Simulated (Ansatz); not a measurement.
# AlN: stress in a strained cell

AlN is deformed so: equal xy, yz and zx engineering shear strains of -1 %. What stress and forces result, by LAPW, PAW and all-electron datasets made for the crystal?

Method: DFT PBEsol, scalar-relativistic, in Ansatz 0.2.0.

### 1 The starting structure

The structure is hexagonal, space group P6_3mc (No. 186). Conventional cell: a = 3.111 Å, b = 3.111 Å, c = 4.978 Å, α = 90.00°, β = 90.00°, γ = 120.00°. Al (site symmetry 3m) has 4 N at 1.89 to 1.92 Å in its first shell of neighbours. N (site symmetry 3m) has 4 Al at 1.89 to 1.92 Å in its first shell of neighbours.

Coordinates:

```cif
data_structure
_symmetry_space_group_name_H-M 'P6_3mc'
_symmetry_Int_Tables_number 186
_cell_length_a 3.1110
_cell_length_b 3.1110
_cell_length_c 4.9780
_cell_angle_alpha 90.000
_cell_angle_beta 90.000
_cell_angle_gamma 120.000
_cell_volume 41.72
loop_
_atom_site_label
_atom_site_type_symbol
_atom_site_symmetry_multiplicity
_atom_site_Wyckoff_symbol
_atom_site_fract_x
_atom_site_fract_y
_atom_site_fract_z
_atom_site_occupancy
Al1 Al 2 b 0.33333 0.66667 0.00000 1
N1 N 2 b 0.33333 0.66667 0.38500 1
```

The file gives the conventional cell by its symmetry; the runs use the cell typed in the input.

Atoms are numbered in the order of the input: Al1, Al2, N3, N4.

### 2 The deformed structure

Space group P6_3mc before, P1 after.

### 3 All-electron LAPW

Input file input.yaml:

```yaml
crystal:
  lattice:
    - [3.1110021516, -0.0155550108, -0.0155550108]
    - [-1.5689721103, 2.7019843999, -0.0056935291]
    - [-0.02489, -0.02489, 4.978]
  atoms:
    - { symbol: Al, position: [0.3333333333, 0.6666666667, 0.0] }
    - { symbol: Al, position: [0.6666666667, 0.3333333333, 0.5] }
    - { symbol: "N", position: [0.3333333333, 0.6666666667, 0.385] }
    - { symbol: "N", position: [0.6666666667, 0.3333333333, 0.885] }
kpoints:
  mp_grid: { grid: [10, 10, 6] }
  band_path:
    path:
      - [0.0, 0.0, 0.0]
      - [0.0, 0.0, 0.5]
      - [-0.5, 0.5, 0.0]
      - [0.0, 0.0, 0.0]
      - [0.0, -0.5, 0.0]
      - [-0.5, 0.0, 0.5]
      - [0.0, 0.0, 0.0]
      - [-0.5, 0.0, 0.0]
      - [0.0, -0.5, 0.5]
    npoints: 5
scf:
  occupations: { method: fermi_dirac, width: 0.03 }
hamiltonian:
  xc: pbesol
  pseudopotentials: { kind: all_electron, lapw: { basis_error: 0.001 } }
output:
  forces: true
  stress: true
  eigenvalues: true
```

Launch:

```console
ansatz run input.yaml --threads 1 --pin off --max-ram 4096MiB --backend cpu --events-out ev --progress --plain --runs-dir out
```

### 4 PAW on the default files

Input file input.yaml:

```yaml
crystal:
  lattice:
    - [3.1110021516, -0.0155550108, -0.0155550108]
    - [-1.5689721103, 2.7019843999, -0.0056935291]
    - [-0.02489, -0.02489, 4.978]
  atoms:
    - { symbol: Al, position: [0.3333333333, 0.6666666667, 0.0] }
    - { symbol: Al, position: [0.6666666667, 0.3333333333, 0.5] }
    - { symbol: "N", position: [0.3333333333, 0.6666666667, 0.385] }
    - { symbol: "N", position: [0.6666666667, 0.3333333333, 0.885] }
kpoints:
  mp_grid: { grid: [10, 10, 6] }
scf:
  occupations: { method: fermi_dirac, width: 0.03 }
hamiltonian:
  xc: pbesol
  pseudopotentials: { kind: paw }
output:
  forces: true
  stress: true
  eigenvalues: true
  efg: { contact_densities: true }
```

### 5 All-electron PAW on datasets made for the crystal

input.yaml, as its differences from that of step 4:

```diff
@@ -16,3 +16,3 @@
   xc: pbesol
-  pseudopotentials: { kind: paw }
+  pseudopotentials: { kind: all_electron, datasets: crystal }
 output:
```

(Steps that only read results are left out.)

**Question.** What will these runs give? Wanted: pressure; largest shear or deviatoric stress.

**Answer**, as computed:

```
                                 quantity                                           value
                                 pressure  LAPW 0.45, PAW 0.59, crystal datasets 0.45 GPa
largest shear or deviatoric stress (LAPW)                                        1.77 GPa
```

What this shows: The largest part of the stress beyond the pressure is 1.77 GPa in size, in the xy component; the atoms are carried along and not relaxed. No run of the undeformed cell stands beside it, so pressure and stress hold what the given cell had before the change, as far as its symmetry allows. PAW: stress within 0.15 GPa of LAPW, forces within 1 meV/Å. Crystal datasets: stress within 0.01 GPa of LAPW, forces within 1 meV/Å.
